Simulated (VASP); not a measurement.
# BaTiO3: cell size and functional, part 2 of 3

Aim: relax BaTiO3 at several levels of theory and compare the cells. The starting structure is a measured crystal structure from the Crystallography Open Database. The first relaxation on each setting starts from this cell expanded by 3 % in volume.

VASP 6.6.1.

Results so far: PBEsol 12.65 Å³ an atom; LDA 12.34 Å³ an atom.

## (4) Relaxation with PBE

Level of this step: PBE, spin-polarised from an antiferromagnetic start; plane waves and PAW (Ba_sv, Ti_sv, O) (VASP).

PBE, the usual starting point, adds the gradient of the density.

Contents of INCAR:

```
SYSTEM = BaTiO3
PREC = Accurate
ENCUT = 520
EDIFF = 1E-06
NELM = 100
ISMEAR = 0
SIGMA = 0.03
LREAL = .FALSE.
ALGO = Normal
GGA = PE
NBANDS = 55
ISPIN = 2
MAGMOM = 0 0 1 -1 0 0 0 0 0 0
LASPH = .TRUE.
LMAXMIX = 4
LORBIT = 11
LWAVE = .FALSE.
LCHARG = .FALSE.
KPAR = 16
IBRION = 2
NSW = 50
ISIF = 3
EDIFFG = -0.006
```

Contents of POSCAR:

```
BaTiO3
1.0
    4.0456659460      0.0000000000      0.0000000000
    0.0000000000      4.0456659460      0.0000000000
    0.0000000000      0.0000000000      8.0913318920
Ba Ti O
2 2 6
Direct
    0.5000000000      0.5000000000      0.2500000000
    0.5000000000      0.5000000000      0.7500000000
    0.0000000000      0.0000000000      0.0000000000
    0.0000000000      0.0000000000      0.5000000000
    0.0000000000      0.0000000000      0.2500000000
    0.0000000000      0.0000000000      0.7500000000
    0.0000000000      0.5000000000      0.0000000000
    0.0000000000      0.5000000000      0.5000000000
    0.5000000000      0.0000000000      0.0000000000
    0.5000000000      0.0000000000      0.5000000000
```

Contents of KPOINTS:

```
Automatic mesh
0
Gamma
6 6 4
0 0 0
```

PAW data sets: Ba_sv, Ti_sv and O (PBE family, release 64).

Started as:

```console
$ mpirun -np 16 vasp_std
```

What it wrote:

```text
[banner, memory and clock lines left out]
running   16 mpi-ranks, on    1 nodes
[...]
[... a notice as in an earlier step ...]

 LDA part: xc-table for (Slater+PW92), standard interpolation
 POSCAR, INCAR and KPOINTS ok, starting setup
[...]
entering main loop
       N       E                     dE             d eps       ncg     rms          rms(c)
DAV:   1     0.953318716294E+03    0.95332E+03   -0.38899E+04  6600   0.155E+03
DAV:   2     0.393172417532E+02   -0.91400E+03   -0.84665E+03  7045   0.444E+02
DAV:   3    -0.936638250128E+02   -0.13298E+03   -0.13037E+03  8582   0.169E+02
DAV:   4    -0.101566620333E+03   -0.79028E+01   -0.78746E+01  9936   0.377E+01
[...]
DAV:  14    -0.799669316226E+02   -0.18667E-04   -0.97191E-05  7568   0.789E-02    0.189E-02
DAV:  15    -0.799669373609E+02   -0.57383E-05   -0.19057E-05  9621   0.205E-02    0.140E-02
DAV:  16    -0.799669377175E+02   -0.35661E-06   -0.14550E-06  5738   0.676E-03
   1 F= -.79966938E+02 E0= -.79966938E+02  d E =-.799669E+02  mag=     0.0000
[...]
2 F= -.79968263E+02 E0= -.79968263E+02  d E =-.132497E-02  mag=     0.0000
 trial-energy change:   -0.001325  1 .order   -0.000967   -0.020790    0.018856
 step:   0.5379(harm=  0.5244)  dis= 0.00000  next Energy=   -79.972584 (dE=-0.565E-02)
[...]
N       E                     dE             d eps       ncg     rms          rms(c)
DAV:   1    -0.800068076316E+02   -0.38546E-01   -0.96671E-01  8204   0.625E+00    0.152E+00
DAV:   2    -0.799768544819E+02    0.29953E-01   -0.10534E-01  8202   0.192E+00    0.529E-01
DAV:   3    -0.799725800968E+02    0.42744E-02   -0.26013E-02  7743   0.644E-01    0.189E-01
DAV:   4    -0.799723146300E+02    0.26547E-03   -0.48752E-03 10548   0.348E-01    0.126E-01
DAV:   5    -0.799724052635E+02   -0.90633E-04   -0.49911E-04  9271   0.135E-01    0.674E-02
DAV:   6    -0.799725706295E+02   -0.16537E-03   -0.43754E-04 10402   0.661E-02    0.518E-02
DAV:   7    -0.799726227522E+02   -0.52123E-04   -0.16004E-04  8349   0.578E-02    0.118E-02
DAV:   8    -0.799726280693E+02   -0.53172E-05   -0.29890E-05  8440   0.215E-02    0.112E-02
DAV:   9    -0.799726278942E+02    0.17517E-06   -0.15799E-06  5534   0.666E-03
   3 F= -.79972628E+02 E0= -.79972628E+02  d E =-.569018E-02  mag=    -0.0000
[...]
reached required accuracy - stopping structural energy minimisation
```

Wall time 1.7 min (16 MPI ranks of Intel Xeon 6975P-C (Granite Rapids), shared host); peak memory 8.5 GiB; 27 min of CPU time.

From OUTCAR (step 4):

```text
  Total        0.0125848      0.0125848      0.0103676      0.0000000      0.0000000      0.0000000
  in kB        0.1536786      0.1536786      0.1266036      0.0000000      0.0000000      0.0000000
  external PRESSURE =       0.1446536 kB  Pullay stress =       0.0000000 kB

 POSITION                                       TOTAL-FORCE (eV/Angst)
 -----------------------------------------------------------------------------------
      2.01655      2.01655      2.01653         0.000000      0.000000      0.000000
      2.01655      2.01655      6.04959        -0.000000      0.000000     -0.000000
      0.00000      0.00000      0.00000         0.000000     -0.000000      0.000000
      0.00000     -0.00000      4.03306         0.000000     -0.000000      0.000000
      0.00000     -0.00000      2.01653         0.000000     -0.000000      0.000000
      0.00000     -0.00000      6.04959         0.000000     -0.000000      0.000000
      0.00000      2.01655      0.00000        -0.000000     -0.000000     -0.000000
      0.00000      2.01655      4.03306        -0.000000     -0.000000      0.000000
      2.01655      0.00000      0.00000        -0.000000     -0.000000     -0.000000
      2.01655     -0.00000      4.03306        -0.000000     -0.000000      0.000000
 -----------------------------------------------------------------------------------
    total drift:                                0.000000     -0.000000      0.000000

  FREE ENERGIE OF THE ION-ELECTRON SYSTEM (eV)
  ---------------------------------------------------
  free  energy   TOTEN  =       -79.9726278942 eV

  energy  without entropy=      -79.9726278942  energy(sigma->0) =      -79.97262789

 magnetization (x)
# of ion       s       p       d       tot
------------------------------------------
    1        0.000   0.000   0.000   0.000
    2        0.000   0.000   0.000   0.000
    3       -0.000  -0.000   0.000   0.000
    4        0.000   0.000  -0.000  -0.000
    5        0.000   0.000   0.000   0.000
    6        0.000   0.000   0.000   0.000
    7        0.000   0.000   0.000   0.000
    8       -0.000  -0.000   0.000  -0.000
    9        0.000   0.000   0.000   0.000
   10       -0.000  -0.000   0.000  -0.000
--------------------------------------------------
tot          0.000   0.000   0.000   0.000

[... 2 parts as in an earlier step ...]

[... 2 further parts left out ...]
[key lines of the parts left out:]
E-fermi :   3.8530
```

With PBE the relaxed cell holds 13.120 Å³ an atom, +2.04 % against the measured cell, with a = 4.033 Å. That is +3.69 % from PBEsol.

## (5) Relaxation with PBEsol + D3(BJ)

D3 with Becke-Johnson damping keeps a finite attraction at short range. This run starts from the cell of an earlier relaxation, which isn't shown; the restart sets up the plane waves anew.

Changes to INCAR since step 4:

```diff
@@ -9,3 +9,4 @@
 ALGO = Normal
-GGA = PE
+GGA = PS
+IVDW = 12
 NBANDS = 55
```

Changes to POSCAR since step 4:

```diff
@@ -2,5 +2,5 @@
 1.0
-    4.0456659460      0.0000000000      0.0000000000
-    0.0000000000      4.0456659460      0.0000000000
-    0.0000000000      0.0000000000      8.0913318920
+    3.9588629037      0.0000000000      0.0000000000
+    0.0000000000      3.9588629037      0.0000000000
+    0.0000000000      0.0000000000      7.9175539150
 Ba Ti O
```

KPOINTS is that of step 4.

Started as:

```console
$ mpirun -np 16 vasp_std
```

What it wrote:

```text
[banner, memory and clock lines left out]
running   16 mpi-ranks, on    1 nodes
[...]
[... a notice as in an earlier step ...]

 [... a notice as in an earlier step ...]

 LDA part: xc-table for (Slater+PW92), standard interpolation
 POSCAR, INCAR and KPOINTS ok, starting setup
[...]
entering main loop
       N       E                     dE             d eps       ncg     rms          rms(c)
DAV:   1     0.958146054767E+03    0.95815E+03   -0.38880E+04  6600   0.157E+03
DAV:   2     0.361570174596E+02   -0.92199E+03   -0.84969E+03  7046   0.451E+02
DAV:   3    -0.955721669165E+02   -0.13173E+03   -0.12901E+03  8418   0.171E+02
DAV:   4    -0.103686648314E+03   -0.81145E+01   -0.80856E+01  9976   0.384E+01
[...]
DAV:  14    -0.839337038942E+02   -0.14386E-04   -0.71028E-05  9802   0.634E-02    0.302E-02
DAV:  15    -0.839337197382E+02   -0.15844E-04   -0.29255E-05  7817   0.277E-02    0.128E-02
DAV:  16    -0.839337198678E+02   -0.12960E-06   -0.49335E-06  8468   0.896E-03
[...]
DAV:   5    -0.839310364882E+02   -0.13860E-05   -0.54942E-06  7602   0.163E-02    0.854E-03
DAV:   6    -0.839310403597E+02   -0.38716E-05   -0.48567E-06  7886   0.784E-03    0.568E-03
DAV:   7    -0.839310429859E+02   -0.26261E-05   -0.29109E-06  7246   0.642E-03    0.948E-04
DAV:   8    -0.839310430213E+02   -0.35488E-07   -0.31341E-07  3965   0.228E-03
   2 F= -.86667728E+02 E0= -.86667728E+02  d E =-.405109E-05  mag=     0.0000
 trial-energy change:   -0.000004  1 .order   -0.000002   -0.000061    0.000057
 step:   0.5161(harm=  0.5161)  dis= 0.00000  next Energy=   -86.667740 (dE=-0.158E-04)
[...]
N       E                     dE             d eps       ncg     rms          rms(c)
DAV:   1    -0.839324626360E+02   -0.14197E-02   -0.30715E-03  8524   0.358E-01    0.895E-02
DAV:   2    -0.839323711311E+02    0.91505E-04   -0.33740E-04  8476   0.108E-01    0.314E-02
DAV:   3    -0.839323558378E+02    0.15293E-04   -0.81180E-05  7818   0.373E-02    0.706E-03
DAV:   4    -0.839323557249E+02    0.11285E-06   -0.17831E-05  9736   0.156E-02    0.797E-03
DAV:   5    -0.839323554569E+02    0.26806E-06   -0.10380E-06  4678   0.776E-03
   3 F= -.86667743E+02 E0= -.86667743E+02  d E =-.186987E-04  mag=     0.0000
[...]
reached required accuracy - stopping structural energy minimisation
```

Wall time 81 s (16 MPI ranks); peak memory 8.7 GiB; 21 min of CPU time.

OUTCAR, selected parts (step 5):

```text
 Edisp (eV)   -2.73669

 Edisp (eV)   -2.73539

  Total       0.02246     0.02246     0.02233     0.00000     0.00000     0.00000
  in kB       0.29009     0.29009     0.28841     0.00000     0.00000     0.00000
  external pressure =        0.29 kB  Pullay stress =        0.00 kB

 POSITION                                       TOTAL-FORCE (eV/Angst)
 -----------------------------------------------------------------------------------
      1.97911      1.97911      1.97907         0.000000      0.000000      0.000000
      1.97911      1.97911      5.93720        -0.000000     -0.000000      0.000000
      0.00000      0.00000      0.00000        -0.000000      0.000000      0.000000
      0.00000      0.00000      3.95813        -0.000000      0.000000      0.000000
      0.00000      0.00000      1.97907         0.000000     -0.000000      0.000000
      0.00000      0.00000      5.93720         0.000000     -0.000000      0.000000
      0.00000      1.97911      0.00000        -0.000000      0.000000      0.000000
      0.00000      1.97911      3.95813        -0.000000      0.000000      0.000000
      1.97911      0.00000      0.00000        -0.000000      0.000000      0.000000
      1.97911      0.00000      3.95813        -0.000000     -0.000000      0.000000
 -----------------------------------------------------------------------------------
    total drift:                                0.000000      0.000000      0.000000

  FREE ENERGIE OF THE ION-ELECTRON SYSTEM (eV)
  ---------------------------------------------------
  free  energy   TOTEN  =       -86.6677429241 eV

  energy  without entropy=      -86.6677429241  energy(sigma->0) =      -86.66774292

 magnetization (x)
# of ion       s       p       d       tot
------------------------------------------
    1        0.000   0.000   0.000   0.000
    2        0.000   0.000   0.000   0.000
    3       -0.000   0.000   0.000   0.000
    4        0.000  -0.000  -0.000  -0.000
    5        0.000   0.000   0.000   0.000
    6        0.000   0.000   0.000   0.000
    7       -0.000  -0.000   0.000  -0.000
    8        0.000   0.000   0.000   0.000
    9       -0.000  -0.000   0.000  -0.000
   10        0.000   0.000   0.000   0.000
--------------------------------------------------
tot          0.000   0.000   0.000   0.000

[... 2 parts as in an earlier step ...]

[... 2 further parts left out ...]
[key lines of the parts left out:]
E-fermi :   4.2386
```

With PBEsol + D3(BJ) the relaxed cell holds 12.403 Å³ an atom, -3.54 % against the measured cell, with a = 3.958 Å. That is -1.98 % from PBEsol.

## (6) Relaxation with r2SCAN

r2SCAN adds the kinetic-energy density, costs more than a GGA and is run with LASPH. This run starts from the cell of an earlier relaxation, which isn't shown; the restart sets up the plane waves anew.

Changes to INCAR since step 5:

```diff
@@ -9,4 +9,4 @@
 ALGO = Normal
-GGA = PS
-IVDW = 12
+METAGGA = R2SCAN
+LASPH = .TRUE.
 NBANDS = 55
@@ -14,3 +14,2 @@
 MAGMOM = 0 0 1 -1 0 0 0 0 0 0
-LASPH = .TRUE.
 LMAXMIX = 4
```

Changes to POSCAR since step 5:

```diff
@@ -2,5 +2,5 @@
 1.0
-    3.9588629037      0.0000000000      0.0000000000
-    0.0000000000      3.9588629037      0.0000000000
-    0.0000000000      0.0000000000      7.9175539150
+    4.0086842136      0.0000000000      0.0000000000
+    0.0000000000      4.0086842136      0.0000000000
+    0.0000000000      0.0000000000      8.0173059693
 Ba Ti O
```

KPOINTS is that of step 5.

Started as:

```console
$ mpirun -np 16 vasp_std
```

What it wrote:

```text
[banner, memory and clock lines left out]
running   16 mpi-ranks, on    1 nodes
[...]
[... a notice as in an earlier step ...]

 [... a notice as in an earlier step ...]

 LDA part: xc-table for (None), standard interpolation
 POSCAR, INCAR and KPOINTS ok, starting setup
[...]
entering main loop
       N       E                     dE             d eps       ncg     rms          rms(c)
DAV:   1     0.900207933725E+03    0.90021E+03   -0.39617E+04  6600   0.160E+03
DAV:   2    -0.483570582377E+02   -0.94856E+03   -0.88007E+03  7083   0.462E+02
DAV:   3    -0.185101823067E+03   -0.13674E+03   -0.13420E+03  8601   0.175E+02
DAV:   4    -0.193774324355E+03   -0.86725E+01   -0.86362E+01 10128   0.395E+01
[...]
DAV:  14    -0.148470737466E+03    0.89182E-05   -0.10819E-04  8960   0.633E-02    0.160E-02
DAV:  15    -0.148470741070E+03   -0.36038E-05   -0.23399E-05  9994   0.270E-02    0.572E-03
DAV:  16    -0.148470741490E+03   -0.41984E-06   -0.99230E-07  5008   0.671E-03
   1 F= -.14847074E+03 E0= -.14847074E+03  d E =-.148471E+03  mag=     0.0000
[...]
reached required accuracy - stopping structural energy minimisation
```

Elapsed: 97 s, on 16 MPI ranks; peak memory 8.4 GiB; 25 min of CPU time.

Parts of OUTCAR (step 6):

```text
  Total       -0.0051107     -0.0051107     -0.0073980      0.0000000      0.0000000      0.0000000
  in kB       -0.0635565     -0.0635565     -0.0920015      0.0000000      0.0000000      0.0000000
  external PRESSURE =      -0.0730382 kB  Pullay stress =       0.0000000 kB

 POSITION                                       TOTAL-FORCE (eV/Angst)
 -----------------------------------------------------------------------------------
      2.00434      2.00434      2.00433        -0.000000     -0.000000     -0.000000
      2.00434      2.00434      6.01298        -0.000000      0.000000     -0.000000
      0.00000      0.00000      0.00000         0.000000     -0.000000      0.000000
      0.00000      0.00000      4.00865         0.000000     -0.000000      0.000000
      0.00000      0.00000      2.00433        -0.000000      0.000000     -0.000000
      0.00000      0.00000      6.01298        -0.000000      0.000000     -0.000000
      0.00000      2.00434      0.00000        -0.000000      0.000000      0.000000
      0.00000      2.00434      4.00865        -0.000000      0.000000     -0.000000
      2.00434      0.00000      0.00000        -0.000000      0.000000      0.000000
      2.00434      0.00000      4.00865        -0.000000      0.000000     -0.000000
 -----------------------------------------------------------------------------------
    total drift:                                0.000000     -0.000000      0.000000

  FREE ENERGIE OF THE ION-ELECTRON SYSTEM (eV)
  ---------------------------------------------------
  free  energy   TOTEN  =      -148.4707414899 eV

  energy  without entropy=     -148.4707414899  energy(sigma->0) =     -148.47074149

 magnetization (x)
# of ion       s       p       d       tot
------------------------------------------
    1        0.000   0.000   0.000   0.000
    2        0.000   0.000   0.000   0.000
    3        0.000   0.000   0.000   0.000
    4       -0.000  -0.000  -0.000  -0.000
    5        0.000   0.000   0.000   0.000
    6        0.000   0.000   0.000   0.000
    7       -0.000  -0.000   0.000  -0.000
    8        0.000   0.000   0.000   0.000
    9       -0.000  -0.000   0.000  -0.000
   10        0.000   0.000   0.000   0.000
--------------------------------------------------
tot          0.000   0.000   0.000   0.000

[... 2 parts as in an earlier step ...]

[... 2 further parts left out ...]
[key lines of the parts left out:]
E-fermi :   3.8335
```

With r2SCAN the relaxed cell holds 12.883 Å³ an atom, +0.20 % against the measured cell, with a = 4.009 Å. That is +1.82 % from PBEsol.

## (7) Relaxation with PBEsol+U (Ti d 4 eV)

The U is chosen by hand, not computed for this crystal, and pushes the named shell towards whole occupations. This run starts from the cell of an earlier relaxation, which isn't shown; the restart sets up the plane waves anew.

Changes to INCAR since step 6:

```diff
@@ -9,4 +9,3 @@
 ALGO = Normal
-METAGGA = R2SCAN
-LASPH = .TRUE.
+GGA = PS
 NBANDS = 55
@@ -14,2 +13,9 @@
 MAGMOM = 0 0 1 -1 0 0 0 0 0 0
+LDAU = .TRUE.
+LDAUTYPE = 2
+LDAUL = -1 2 -1
+LDAUU = 0 4 0
+LDAUJ = 0 0 0
+LDAUPRINT = 1
+LASPH = .TRUE.
 LMAXMIX = 4
```

Changes to POSCAR since step 6:

```diff
@@ -2,5 +2,5 @@
 1.0
-    4.0086842136      0.0000000000      0.0000000000
-    0.0000000000      4.0086842136      0.0000000000
-    0.0000000000      0.0000000000      8.0173059693
+    4.0092761810      0.0000000000      0.0000000000
+    0.0000000000      4.0092761810      0.0000000000
+    0.0000000000      0.0000000000      8.0185073850
 Ba Ti O
```

KPOINTS is that of step 6.

Started as:

```console
$ mpirun -np 16 vasp_std
```

What it wrote:

```text
[... set-up lines as in an earlier step ...]
 entering main loop
       N       E                     dE             d eps       ncg     rms          rms(c)
DAV:   1     0.965620835126E+03    0.96562E+03   -0.38626E+04  6600   0.156E+03
DAV:   2     0.388385481784E+02   -0.92678E+03   -0.86101E+03  7109   0.451E+02
DAV:   3    -0.924250557491E+02   -0.13126E+03   -0.12883E+03  8598   0.170E+02
DAV:   4    -0.100618585446E+03   -0.81935E+01   -0.81611E+01 10016   0.385E+01
[...]
DAV:  14    -0.785748369324E+02   -0.12172E-04   -0.27942E-05  9130   0.296E-02    0.132E-02
DAV:  15    -0.785748390582E+02   -0.21259E-05   -0.78634E-06  7845   0.136E-02    0.493E-03
DAV:  16    -0.785748390185E+02    0.39758E-07   -0.58404E-07  4428   0.494E-03
   1 F= -.78574839E+02 E0= -.78574839E+02  d E =-.785748E+02  mag=     0.0000
[...]
reached required accuracy - stopping structural energy minimisation
```

It took 39 s on 16 MPI ranks; peak memory 8.2 GiB; 10 min of CPU time.

From OUTCAR (step 7):

```text
  Total       -0.0331711     -0.0331711     -0.0348778      0.0000000     -0.0000000      0.0000000
  in kB       -0.4123304     -0.4123304     -0.4335454      0.0000000     -0.0000000      0.0000000
  external PRESSURE =      -0.4194021 kB  Pullay stress =       0.0000000 kB

 POSITION                                       TOTAL-FORCE (eV/Angst)
 -----------------------------------------------------------------------------------
      2.00464      2.00464      2.00463         0.000000     -0.000000      0.000000
      2.00464      2.00464      6.01388         0.000000     -0.000000     -0.000000
      0.00000      0.00000      0.00000         0.000000     -0.000000      0.000000
      0.00000      0.00000      4.00925         0.000000     -0.000000      0.000000
      0.00000      0.00000      2.00463         0.000000     -0.000000      0.000000
      0.00000      0.00000      6.01388         0.000000     -0.000000      0.000000
      0.00000      2.00464      0.00000         0.000000      0.000000      0.000000
      0.00000      2.00464      4.00925         0.000000      0.000000      0.000000
      2.00464      0.00000      0.00000        -0.000000     -0.000000      0.000000
      2.00464      0.00000      4.00925        -0.000000     -0.000000      0.000000
 -----------------------------------------------------------------------------------
    total drift:                                0.000000     -0.000000      0.000000

  FREE ENERGIE OF THE ION-ELECTRON SYSTEM (eV)
  ---------------------------------------------------
  free  energy   TOTEN  =       -78.5748390185 eV

  energy  without entropy=      -78.5748390185  energy(sigma->0) =      -78.57483902

 magnetization (x)
# of ion       s       p       d       tot
------------------------------------------
    1        0.000   0.000   0.000   0.000
    2        0.000   0.000   0.000   0.000
    3       -0.000   0.000  -0.000  -0.000
    4        0.000  -0.000   0.000   0.000
    5        0.000   0.000   0.000   0.000
    6        0.000   0.000   0.000   0.000
    7        0.000   0.000   0.000   0.000
    8       -0.000  -0.000   0.000  -0.000
    9        0.000   0.000   0.000   0.000
   10       -0.000  -0.000   0.000  -0.000
--------------------------------------------------
tot          0.000   0.000   0.000   0.000

[... 2 parts as in an earlier step ...]

[... 2 further parts left out ...]
[key lines of the parts left out:]
E-fermi :   3.9790
```

With PBEsol+U (Ti d 4 eV) the relaxed cell holds 12.889 Å³ an atom, +0.24 % against the measured cell, with a = 4.009 Å. That is +1.86 % from PBEsol.

(Continued in part 3 of 3.)

[Lines on the potential files, build, host, timing and source positions are cut from VASP's logs without a mark.]

[Logs are printed without paths, hosts, clocks, repeated set-up lines and the standing remarks that a program may print on its own settings, such as how far it seeks lower states.]

[Hosts, paths, dates, database ids (printed as entryN), source tags and the programs' standing remarks are cut or masked in the printed files.]
